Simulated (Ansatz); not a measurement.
What does this script print? It uses Ansatz 0.2.0, Python API.

Script `run_md.py`:
```python
"""A few tens of MD steps for BaZrO3."""

import ansatz as az
from ase import Atoms
from ase.neighborlist import neighbor_list
import numpy as np

CUTOFF = 420
XC = "PBEsol"
MESH = (1, 2, 2)
N_STEPS = 10
TEMPERATURE_K = 300

cell = (
    az.Lattice.cubic(4.19134)
    .space_group(221)
    .atom("Ba", (0.0, 0.0, 0.0))
    .atom("Zr", (0.5, 0.5, 0.5))
    .atom("O", (0.0, 0.5, 0.5))
)

# a coarse mesh keeps each step cheap
model = (
    cell.supercell(2, 1, 1).calculation()
    .occupations(az.OccupationsMethod.FIXED)  # no smearing
    .basis(CUTOFF)
    .functional(XC)
    .kpoints(mesh=MESH)  # sampling of the Brillouin zone
    .pseudopotentials("paw")
    .md("nve", timestep=2.0, steps=N_STEPS, temperature=TEMPERATURE_K, initial_velocities="maxwell_boltzmann", seed=640)
)
steps = []


def collect(event):
    if event["event"] == "md_step":
        steps.append(event["data"])


result = model.session().plan().execute(on_event=collect)
data = result.report

for s in steps[::1]:
    print("%3d %7.1f fs  total %.4f eV  T %6.1f K" % (s["step"], s["time_fs"], s["lagrangian_ev"] + s["e_kin_ev"], s["temperature_k"]))

temperature = np.array([s["temperature_k"] for s in steps])
print(f"mean temperature of the second half {temperature[len(steps) // 2 :].mean():.1f} K")

with open("trajectory.xyz", "w") as handle:
    for s in steps[::5]:
        handle.write(f"{len(s['positions_ang'])}\nt = {s['time_fs']} fs\n")
        for site, xyz in zip(result.lattice.sites, s["positions_ang"]):
            handle.write("{} {:.4f} {:.4f} {:.4f}\n".format(site.symbol, *xyz))

print("last positions (A) and velocities (A/fs)")
for site, xyz, vel in zip(result.lattice.sites, steps[-1]["positions_ang"], steps[-1]["velocities_ang_fs"]):
    print(f"{site.symbol:2s}", " ".join(f"{v:8.4f}" for v in xyz), " ", " ".join(f"{v:9.5f}" for v in vel))

symbols = [site.symbol for site in result.lattice.sites]
pairs = np.concatenate([neighbor_list("d", Atoms(symbols, positions=s["positions_ang"], cell=result.lattice.cell_ang, pbc=True), 4.5) for s in steps[len(steps) // 2 :]])
counts, edges = np.histogram(pairs, bins=np.arange(0.5, 4.51, 0.25))
for low, count in zip(edges, counts / (len(symbols) * len(steps[len(steps) // 2 :]))):
    print(f"{low:4.2f}-{low + 0.25:4.2f} A  {count:6.2f} neighbours an atom")
```

Output of `python run_md.py`:
```text
DeckWarning: md: disabling space-group detection — thermal motion breaks the input geometry's symmetry, so no spatial operation reduces the k-mesh or symmetrises the density; time reversal is kept, so that k and −k are solved as one point where they differ and the mesh holds both, and exact exchange and, on two spinor components, a DFT+U term hold to it where the run has them: on two components no moment then forms, and a state that bears one, which a typed moment (crystal.atoms[].spin; refused [...]
  0     0.0 fs  total -23364.3274 eV  T  300.0 K
  1     2.0 fs  total -23364.3274 eV  T  299.8 K
  2     4.0 fs  total -23364.3274 eV  T  299.4 K
  3     6.0 fs  total -23364.3274 eV  T  299.1 K
  4     8.0 fs  total -23364.3273 eV  T  299.3 K
  5    10.0 fs  total -23364.3273 eV  T  300.6 K
  6    12.0 fs  total -23364.3273 eV  T  303.5 K
  7    14.0 fs  total -23364.3273 eV  T  308.4 K
  8    16.0 fs  total -23364.3273 eV  T  315.6 K
  9    18.0 fs  total -23364.3273 eV  T  324.9 K
 10    20.0 fs  total -23364.3274 eV  T  336.0 K
mean temperature of the second half 314.8 K
last positions (A) and velocities (A/fs)
Ba   0.0153   0.0107   0.0023     0.00072   0.00045   0.00009
Zr   2.0364   2.0508   2.1031    -0.00261  -0.00262   0.00016
O   -0.0424   2.2368   2.1209     0.00020   0.00774   0.00178
O    2.0017  -0.0000   2.1728    -0.00497   0.00229   0.00558
O    2.1059   2.1037   0.0769     0.00053   0.00062   0.00177
Ba   4.2512  -0.0263  -0.0037     0.00280  -0.00133  -0.00020
Zr   6.2640   2.1136   2.0587    -0.00128   0.00056  -0.00192
O    4.1636   2.1982   2.0782    -0.00206   0.00684   0.00040
O    6.3934   0.0468   2.1084     0.00559   0.00242   0.00144
O    6.1588   2.0842   0.0054    -0.00728  -0.00061   0.00005
0.50-0.75 A    0.00 neighbours an atom
0.75-1.00 A    0.00 neighbours an atom
1.00-1.25 A    0.00 neighbours an atom
1.25-1.50 A    0.00 neighbours an atom
1.50-1.75 A    0.00 neighbours an atom
1.75-2.00 A    0.00 neighbours an atom
2.00-2.25 A    2.40 neighbours an atom
2.25-2.50 A    0.00 neighbours an atom
2.50-2.75 A    0.00 neighbours an atom
2.75-3.00 A    6.37 neighbours an atom
3.00-3.25 A    3.23 neighbours an atom
3.25-3.50 A    0.00 neighbours an atom
3.50-3.75 A    3.20 neighbours an atom
3.75-4.00 A    0.03 neighbours an atom
4.00-4.25 A    5.57 neighbours an atom
4.25-4.50 A    0.43 neighbours an atom
```
(Warnings from the package without file and line, shortened.)

`trajectory.xyz`, as written:
```text
10
t = 0.0 fs
Ba 0.0000 0.0000 0.0000
Zr 2.0957 2.0957 2.0957
O 0.0000 2.0957 2.0957
O 2.0957 0.0000 2.0957
O 2.0957 2.0957 0.0000
Ba 4.1913 0.0000 0.0000
Zr 6.2870 2.0957 2.0957
O 4.1913 2.0957 2.0957
O 6.2870 0.0000 2.0957
O 6.2870 2.0957 0.0000
10
t = 10.0 fs
Ba 0.0079 0.0057 0.0013
Zr 2.0646 2.0748 2.1002
O -0.0327 2.1633 2.1061
O 2.0500 -0.0095 2.1273
O 2.1008 2.0992 0.0471
Ba 4.2219 -0.0131 -0.0018
Zr 6.2761 2.1059 2.0775
O 4.1819 2.1404 2.0820
O 6.3387 0.0233 2.0989
O 6.2267 2.0901 0.0037
10
t = 20.0 fs
Ba 0.0153 0.0107 0.0023
Zr 2.0364 2.0508 2.1031
O -0.0424 2.2368 2.1209
O 2.0017 -0.0000 2.1728
O 2.1059 2.1037 0.0769
Ba 4.2512 -0.0263 -0.0037
Zr 6.2640 2.1136 2.0587
O 4.1636 2.1982 2.0782
O 6.3934 0.0468 2.1084
O 6.1588 2.0842 0.0054
```

Reading the output:
- Total energies depend on the potentials; only differences at equal settings carry meaning. A total without «per atom» is that of the cell as typed.
- The run is spin-unpolarised.
- Energy and stress may still move on a finer k-point mesh.
- The starting cell is as deposited in a crystallographic database; the results hold for this polymorph, which needn't be the stable one.
- A small cell, a coarse mesh and a very short run: it shows the set-up and gives no equilibrium averages.
- Wall time of the script: 17 s on 1 thread of Intel(R) Xeon(R) Platinum 8259CL CPU @ 2.50GHz (Skylake/Cascade Lake) (shared host), peak memory 0.56 GiB.
